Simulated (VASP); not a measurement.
# K (Pm-3m) in VASP: a series of runs

Runs on K. Level: PBE. Tasks: single point.

Everything below comes from runs of VASP 6.6.1. Logs are shortened: lines on timing, memory, paths and dates and some standing lists are left out, and cuts for length are marked.

**1. The crystal as given**

It takes space group Pm-3m (No. 221, cubic). Conventional cell: a = 4.310 Å, b = 4.310 Å, c = 4.310 Å, α = 90.00°, β = 90.00°, γ = 90.00°. K (site symmetry m-3m) is surrounded by 6 K at 4.31 Å.

This isn't the form of K at room conditions, which is bcc.

**2. Single point, PBE**

INCAR

```
  PREC = Accurate
  ENCUT = 400
  EDIFF = 1E-6
  ISMEAR = 0
  SIGMA = 0.2
  LREAL = False
  LASPH = True
  NELM = 100
  ALGO = Normal
  ISIF = 2
  LWAVE = False
  LCHARG = False
  GGA = PE
  NBANDS = 10
  ADDGRID = True
```

KPOINTS

```
regular mesh
0
Gamma
  6 6 6
```

POSCAR

```
K
1.0
    4.3104394900      0.0000000000      0.0000000000
    0.0000000000      4.3104394900      0.0000000000
    0.0000000000      0.0000000000      4.3104394900
K
1
Direct
    0.0000000000      0.0000000000      0.0000000000
```

Potentials or basis: VASP PAW PBE potentials, release 64 (K_sv).

Command:

```bash
> cat potpaw_PBE.64/K_sv/POTCAR > POTCAR
> mpirun -np 1 vasp_std > vasp.out
```

OUTCAR:

```text
PREC = Accurate
   ENCUT = 400
   EDIFF = 1E-6
   ISMEAR = 0
   LREAL = False
   LASPH = True
   NELM = 100
   ISIF = 2
   GGA = PE

 Found     20 irreducible k-points:

 Following reciprocal coordinates:
            Coordinates               Weight
  0.000000  0.000000  0.000000      1.000000
  0.166667  0.000000  0.000000      6.000000
  0.333333  0.000000  0.000000      6.000000
  0.500000  0.000000  0.000000      3.000000
  0.166667  0.166667  0.000000     12.000000
  0.333333  0.166667  0.000000     24.000000
   k-points           NKPTS =     20   k-points in BZ     NKDIM =     20   number of bands    NBANDS=     10
   number of dos      NEDOS =    301   number of ions     NIONS =      1
   total plane-waves  NPLWV =  21952
   dimension x,y,z NGX =    28 NGY =   28 NGZ =   28
   dimension x,y,z NGXF=    56 NGYF=   56 NGZF=   56
   ions per type =               1
   NGX,Y,Z   is equivalent  to a cutoff of  10.80, 10.80, 10.80 a.u.
   NGXF,Y,Z  is equivalent  to a cutoff of  21.60, 21.60, 21.60 a.u.
 SYSTEM =  unknown system
   PREC   = accura    normal or accurate (medium, high low for compatibility)
   ISTART =      0    job   : 0-new  1-cont  2-samecut
   ICHARG =      2    charge: 1-file 2-atom 10-const
   ISPIN  =      1    spin polarized calculation?
   LNONCOLLINEAR =      F non collinear calculations
   LSORBIT =      F    spin-orbit coupling
   LASPH  =      T    aspherical Exc in radial PAW
   ENCUT  =  400.0 eV  29.40 Ry    5.42 a.u.   7.03  7.03  7.03*2*pi/ulx,y,z
   NELM   =    100;   NELMIN=  2; NELMDL= -5     # of ELM steps
   EDIFF  = 0.1E-05   stopping-criterion for ELM
   LREAL  =      F    real-space projection
   EDIFFG = 0.1E-04   stopping-criterion for IOM
   NSW    =      0    number of steps for IOM
   IBRION =     -1    ionic relax: 0-MD 1-quasi-New 2-CG
   NFREE  =      0    steps in history (QN), initial steepest desc. (CG)
   ISIF   =      2    stress and relaxation
   ISYM   =      2    0-nonsym 1-usesym 2-fastsym
   POTIM  = 0.5000    time-step for ionic-motion
   TEBEG  =    0.0;   TEEND  =   0.0 temperature during run
   PSTRESS=    0.0 pullay stress
   NELECT =       9.0000    total number of electrons
   NUPDOWN=      -1.0000    fix difference up-down
   EMIN   =  10.00;   EMAX   =-10.00  energy-range for DOS
   EFERMI =   0.00;   METHOD = LEGACY
   ISMEAR =     0;   SIGMA  =   0.20  broadening in eV -4-tet -1-fermi 0-gaus
   EFERMI_NEDOS =   21; number of points for ismear=-14 and -15
   IALGO  =     38    algorithm
   IMIX   =      4    mixing-type and parameters
     AMIX     =   0.40;   BMIX     =  1.00
     AMIX_MAG =   1.60;   BMIX_MAG =  1.00
  volume/ion in A,a.u.               =      80.09       540.46
  Fermi-wavevector in a.u.,A,eV,Ry     =   0.790013  1.492908  8.491671  0.624120
  Thomas-Fermi vector in A             =   1.895269
   LORBIT       =      0    0 simple, 1 ext, 2 COOP (PROOUT), +10 PAW based schemes
   GGA     = PE    functional components
   LHFCALC =     F    Hartree Fock is set to
   AEXX    =    0.0000 exact exchange contribution
   IVDW    =     0    specifies the selected vdW correction
   LEPSILON=     F    determine dielectric tensor
   LRPA    =     F    only Hartree local field effects (RPA)
 non-spin polarized calculation
 Gauss-broadening in eV      SIGMA  =   0.20
  energy-cutoff  :      400.00
  volume of cell :       80.09
 maximum number of plane-waves:      1472
   NGX = 15   NGY = 15   NGZ = 15

 number of electron       9.0000000 magnetization

 Free energy of the ion-electron system (eV)
  ---------------------------------------------------
  ext. energy  EPLUGINS =         0.00000000
  ---------------------------------------------------
  free energy    TOTEN  =        -0.94558351 eV

  energy without entropy =       -0.92464302  energy(sigma->0) =       -0.93511326

 E-fermi :  -0.2131     XC(G=0):  -5.4398

 val. band max:       -0.3171480992   @ k =   0.5000   0.0000   0.0000
 cond. band min:      -0.2035830061   @ k =   0.3333   0.3333   0.1667
 fundamental gap:      0.1135650931
 Fermi energy:        -0.2130550569

 k-point     1 :       0.0000    0.0000    0.0000
  band No.  band energies     occupation
      1     -32.6146      2.00000
      2     -16.0558      2.00000
      3     -16.0558      2.00000
      4     -16.0558      2.00000
      5      -2.3176      2.00000
      6       2.6207      0.00000
      7       2.6207      0.00000
      8       5.8666      0.00000
      9       5.8888      0.00000
     10       6.0286      0.00000

 k-point     2 :       0.1667    0.0000    0.0000
  band No.  band energies     occupation
      1     -32.6136      2.00000
      2     -16.0767      2.00000
      3     -16.0540      2.00000
      4     -16.0540      2.00000
      5      -2.0630      2.00000
      6       2.3024      0.00000
      7       2.7458      0.00000
      8       5.1292      0.00000
      9       5.1292      0.00000
     10       5.4182      0.00000

 k-point     3 :       0.3333    0.0000    0.0000
  band No.  band energies     occupation
      1     -32.6115      2.00000
      2     -16.1183      2.00000
      3     -16.0505      2.00000
      4     -16.0505      2.00000
      5      -1.3326      2.00000
      6       1.1651      0.00000
      7       3.0413      0.00000
      8       4.5696      0.00000
      9       4.5696      0.00000
     10       5.7089      0.00000

 k-point     4 :       0.5000    0.0000    0.0000
  band No.  band energies     occupation
      1     -32.6105      2.00000
      2     -16.1389      2.00000
      3     -16.0487      2.00000
      4     -16.0487      2.00000
      5      -0.3171      1.53830
      6      -0.0861      0.36917
      7       3.2231      0.00000
      8       4.3709      0.00000
      9       4.3709      0.00000
     10       6.0105      0.00000

 k-point     5 :       0.1667    0.1667    0.0000
  band No.  band energies     occupation
      1     -32.6126      2.00000
      2     -16.0755      2.00000
      3     -16.0740      2.00000
      4     -16.0523      2.00000
      5      -1.8122      2.00000
      6       2.3804      0.00000
      7       2.5608      0.00000
      8       4.3104      0.00000
      9       5.0366      0.00000
     10       5.5542      0.00000

 k-point     6 :       0.3333    0.1667    0.0000
  band No.  band energies     occupation
      1     -32.6105      2.00000
      2     -16.1159      2.00000
      3     -16.0708      2.00000
      4     -16.0488      2.00000
      5      -1.0934      2.00000
      6       1.3502      0.00000
      7       2.8690      0.00000
      8       3.9699      0.00000
      9       4.6493      0.00000
     10       5.5241      0.00000

 [... further k-points ...]

------------------------ aborting loop because EDIFF is reached ----------------------------------------

  FORCE on cell =-STRESS in cart. coord.  units (eV):
  Direction    XX          YY          ZZ          XY          YZ          ZX
  --------------------------------------------------------------------------------------
  -------------------------------------------------------------------------------------
  Total       -0.0152470     -0.0152470     -0.0152470      0.0000000      0.0000000     -0.0000000
  in kB       -0.3050209     -0.3050209     -0.3050209      0.0000000      0.0000000     -0.0000000
  external PRESSURE =      -0.3050209 kB  Pullay stress =       0.0000000 kB

 VOLUME and BASIS-vectors are now :
 -----------------------------------------------------------------------------
  energy-cutoff  :      400.00
  volume of cell :       80.09
      direct lattice vectors                 reciprocal lattice vectors
     4.310439490  0.000000000  0.000000000     0.231994905  0.000000000  0.000000000
     0.000000000  4.310439490  0.000000000     0.000000000  0.231994905  0.000000000
     0.000000000  0.000000000  4.310439490     0.000000000  0.000000000  0.231994905

 POSITION                                       TOTAL-FORCE (eV/Angst)
 -----------------------------------------------------------------------------------
      0.00000      0.00000      0.00000         0.000000      0.000000      0.000000
 -----------------------------------------------------------------------------------
    total drift:                               -0.000000     -0.000000     -0.000000

  FREE ENERGIE OF THE ION-ELECTRON SYSTEM (eV)
  ---------------------------------------------------
  free  energy   TOTEN  =        -0.9455835076 eV

  energy  without entropy=       -0.9246430162  energy(sigma->0) =       -0.93511326
```

It took 8.2 s on 1 thread of Intel Xeon Platinum 8488C (Sapphire Rapids), shared host; peak memory 0.2 GiB.

The run converged, but some of its settings lie outside the range that counts as converged, so its numbers aren't taken as properties of the crystal.

What came out:

| Quantity | Value |
| --- | --- |
| Free energy | -0.9456 eV |
| Pressure | 0.0 GPa |
| Band gap on the k mesh | none (metal or under the smearing width) |

**3. Single point, PBE**

Changes to INCAR since step 2:

```diff
@@ -6,3 +6,3 @@
   LREAL = False
-  LASPH = True
+  LASPH = False
   NELM = 100
@@ -14,2 +14,2 @@
   NBANDS = 10
-  ADDGRID = True
+  ADDGRID = False
```

KPOINTS is that of step 2.

POSCAR is that of step 2.

Potentials or basis: VASP PAW PBE potentials, release 64 (K_sv).

Command:

```bash
> cat potpaw_PBE.64/K_sv/POTCAR > POTCAR
> mpirun -np 1 vasp_std > vasp.out
```

Run time: 5.1 s. Hardware: 1 thread of Intel Xeon Platinum 8488C (Sapphire Rapids), shared host; peak memory 0.15 GiB.

The run converged, but some of its settings lie outside the range that counts as converged, so its numbers aren't taken as properties of the crystal.

What came out:

```yaml
Free_energy: -0.9456 eV
Pressure: 0.0 GPa
Band_gap_on_the_k_mesh: none (metal or under the smearing width)
```

**4. Single point, PBE**

INCAR

```
  PREC = Normal
  ENCUT = 400
  EDIFF = 1E-4
  ISMEAR = 0
  SIGMA = 0.2
  LREAL = Auto
  LASPH = True
  NELM = 100
  ALGO = Normal
  ISIF = 2
  LWAVE = False
  LCHARG = False
  GGA = PE
  NBANDS = 10
  ADDGRID = False
```

KPOINTS is that of step 3.

POSCAR is that of step 3.

Potentials or basis: VASP PAW PBE potentials, release 64 (K_sv).

Command:

```bash
> cat potpaw_PBE.64/K_sv/POTCAR > POTCAR
> mpirun -np 1 vasp_std > vasp.out
```

OUTCAR:

```text
PREC = Normal
   ENCUT = 400
   EDIFF = 1E-4
   ISMEAR = 0
   LREAL = Auto
   LASPH = True
   NELM = 100
   ISIF = 2
   GGA = PE

 Found     20 irreducible k-points:

 Following reciprocal coordinates:
            Coordinates               Weight
  0.000000  0.000000  0.000000      1.000000
  0.166667  0.000000  0.000000      6.000000
  0.333333  0.000000  0.000000      6.000000
  0.500000  0.000000  0.000000      3.000000
  0.166667  0.166667  0.000000     12.000000
  0.333333  0.166667  0.000000     24.000000
   k-points           NKPTS =     20   k-points in BZ     NKDIM =     20   number of bands    NBANDS=     10
   number of dos      NEDOS =    301   number of ions     NIONS =      1
   total plane-waves  NPLWV =  13824
   dimension x,y,z NGX =    24 NGY =   24 NGZ =   24
   dimension x,y,z NGXF=    48 NGYF=   48 NGZF=   48
   ions per type =               1
   NGX,Y,Z   is equivalent  to a cutoff of   9.26,  9.26,  9.26 a.u.
   NGXF,Y,Z  is equivalent  to a cutoff of  18.51, 18.51, 18.51 a.u.
 SYSTEM =  unknown system
   PREC   = normal    normal or accurate (medium, high low for compatibility)
   ISTART =      0    job   : 0-new  1-cont  2-samecut
   ICHARG =      2    charge: 1-file 2-atom 10-const
   ISPIN  =      1    spin polarized calculation?
   LNONCOLLINEAR =      F non collinear calculations
   LSORBIT =      F    spin-orbit coupling
   LASPH  =      T    aspherical Exc in radial PAW
   ENCUT  =  400.0 eV  29.40 Ry    5.42 a.u.   7.03  7.03  7.03*2*pi/ulx,y,z
[... 65 lines left out ...]
      7       2.6263      0.00000
      8       5.8812      0.00000
      9       5.9449      0.00000
     10       6.0476      0.00000
[... 53 lines left out ...]
 k-point     6 :       0.3333    0.1667    0.0000
  band No.  band energies     occupation
      1     -32.5944      2.00000
      2     -16.1004      2.00000
      3     -16.0552      2.00000
      4     -16.0331      2.00000
      5      -1.0903      2.00000
      6       1.3537      0.00000
      7       2.8743      0.00000
      8       3.9764      0.00000
      9       4.6570      0.00000
     10       5.5363      0.00000

 [... further k-points ...]

------------------------ aborting loop because EDIFF is reached ----------------------------------------

  FORCE on cell =-STRESS in cart. coord.  units (eV):
  Direction    XX          YY          ZZ          XY          YZ          ZX
  --------------------------------------------------------------------------------------
  -------------------------------------------------------------------------------------
  Total       -0.0488878     -0.0488878     -0.0488878     -0.0000000     -0.0000000      0.0000000
  in kB       -0.9780164     -0.9780164     -0.9780164     -0.0000000     -0.0000000      0.0000000
  external PRESSURE =      -0.9780164 kB  Pullay stress =       0.0000000 kB

 VOLUME and BASIS-vectors are now :
 -----------------------------------------------------------------------------
  energy-cutoff  :      400.00
  volume of cell :       80.09
      direct lattice vectors                 reciprocal lattice vectors
     4.310439490  0.000000000  0.000000000     0.231994905  0.000000000  0.000000000
     0.000000000  4.310439490  0.000000000     0.000000000  0.231994905  0.000000000
     0.000000000  0.000000000  4.310439490     0.000000000  0.000000000  0.231994905

 POSITION                                       TOTAL-FORCE (eV/Angst)
 -----------------------------------------------------------------------------------
      0.00000      0.00000      0.00000         0.000000      0.000000      0.000000
 -----------------------------------------------------------------------------------
    total drift:                                0.000000      0.000000      0.000000

  FREE ENERGIE OF THE ION-ELECTRON SYSTEM (eV)
  ---------------------------------------------------
  free  energy   TOTEN  =        -0.9447723087 eV

  energy  without entropy=       -0.9238327130  energy(sigma->0) =       -0.93430251
```

OSZICAR:

```text
N       E                     dE             d eps       ncg     rms          rms(c)
DAV:   1     0.374849411427E+02    0.37485E+02   -0.30664E+03   408   0.553E+02
DAV:   2     0.243425192761E+00   -0.37242E+02   -0.36917E+02   438   0.171E+02
DAV:   3    -0.896522247687E+00   -0.11399E+01   -0.11276E+01   606   0.238E+01
DAV:   4    -0.945507655926E+00   -0.48985E-01   -0.48936E-01   560   0.411E+00
DAV:   5    -0.946109379106E+00   -0.60172E-03   -0.60169E-03   618   0.384E-01    0.177E+00
DAV:   6    -0.945264228335E+00    0.84515E-03   -0.15223E-03   614   0.244E-01    0.111E+00
DAV:   7    -0.944723549568E+00    0.54068E-03   -0.33382E-03   590   0.336E-01    0.730E-02
DAV:   8    -0.944772308655E+00   -0.48759E-04   -0.25215E-04   486   0.156E-01
   1 F= -.94477231E+00 E0= -.93430251E+00  d E =-.209396E-01
```

stdout:

```text
POSCAR found type information on POSCAR K
 POSCAR found :  1 types and       1 ions
 scaLAPACK will be used
 -----------------------------------------------------------------------------
|                                                                             |
|                                                                             |
|     You have a (more or less) 'small supercell' and for smaller cells       |
|     it is recommended to use the reciprocal-space projection scheme!        |
|     The real-space optimization is not efficient for small cells and it     |
|     is also less accurate ...                                               |
|     Therefore, set LREAL=.FALSE. in the INCAR file.                         |
|                                                                             |
 -----------------------------------------------------------------------------

 LDA part: xc-table for (Slater+PW92), standard interpolation
 POSCAR, INCAR and KPOINTS ok, starting setup
 FFT: planning ... GRIDC
 FFT: planning ... GRID_SOFT
 FFT: planning ... GRID
 WAVECAR not read
 entering main loop
```

It took 3.5 s on 1 thread of Intel Xeon Platinum 8488C (Sapphire Rapids), shared host; peak memory 0.14 GiB.

The run converged, but some of its settings lie outside the range that counts as converged, so its numbers aren't taken as properties of the crystal.

What came out:

- Free energy: -0.9448 eV
- Pressure: -0.1 GPa
- Band gap on the k mesh: none (metal or under the smearing width)

**5. Single point, PBE**

INCAR

```
  PREC = Accurate
  ENCUT = 600
  EDIFF = 1E-6
  ISMEAR = 0
  SIGMA = 0.2
  LREAL = False
  LASPH = True
  NELM = 100
  ALGO = Normal
  ISIF = 2
  LWAVE = False
  LCHARG = False
  GGA = PE
  NBANDS = 10
  ADDGRID = False
```

KPOINTS

```
regular mesh
0
Gamma
  5 5 5
```

POSCAR is that of step 4.

Command:

```bash
> cat potpaw_PBE.64/K_sv/POTCAR > POTCAR
> mpirun -np 1 vasp_std > vasp.out
```

Run time: 6.3 s. Hardware: 1 thread of Intel Xeon Platinum 8488C (Sapphire Rapids), shared host; peak memory 0.19 GiB.

The run converged, but some of its settings lie outside the range that counts as converged, so its numbers aren't taken as properties of the crystal.

What came out:

| Quantity | Value |
| --- | --- |
| Free energy | -0.9410 eV |
| Pressure | 0.0 GPa |
| Band gap on the k mesh | none (metal or under the smearing width) |

**6. Single point, PBE**

Changes to INCAR since step 5:

```diff
@@ -1,3 +1,3 @@
   PREC = Accurate
-  ENCUT = 600
+  ENCUT = 200
   EDIFF = 1E-6
```

KPOINTS

```
regular mesh
0
Gamma
  9 9 9
```

POSCAR is that of step 5.

Potentials or basis: VASP PAW PBE potentials, release 64 (K_sv).

Command:

```bash
> cat potpaw_PBE.64/K_sv/POTCAR > POTCAR
> mpirun -np 1 vasp_std > vasp.out
```

It took 3.7 s on 1 thread of Intel Xeon Platinum 8488C (Sapphire Rapids), shared host; peak memory 0.12 GiB.

The run converged, but a check on its numbers failed (symmetry, net force, bounds or a known fault of this set-up), so they aren't taken as properties of the crystal.

Caveat: the cutoff lies under the usual one of these potentials, so the numbers hold a large basis-set error.

**7. For comparison**

An earlier run on the cell as given: functional PBE; potentials or basis VASP PAW PBE potentials, release 64 (K_sv); cutoff 520 eV; k mesh 6 × 6 × 6; occupations fermi-dirac, width 0.05 eV; no spin polarisation.

- Pressure: 0.0 GPa
- Band gap on the k mesh: none (metal or under the smearing width)
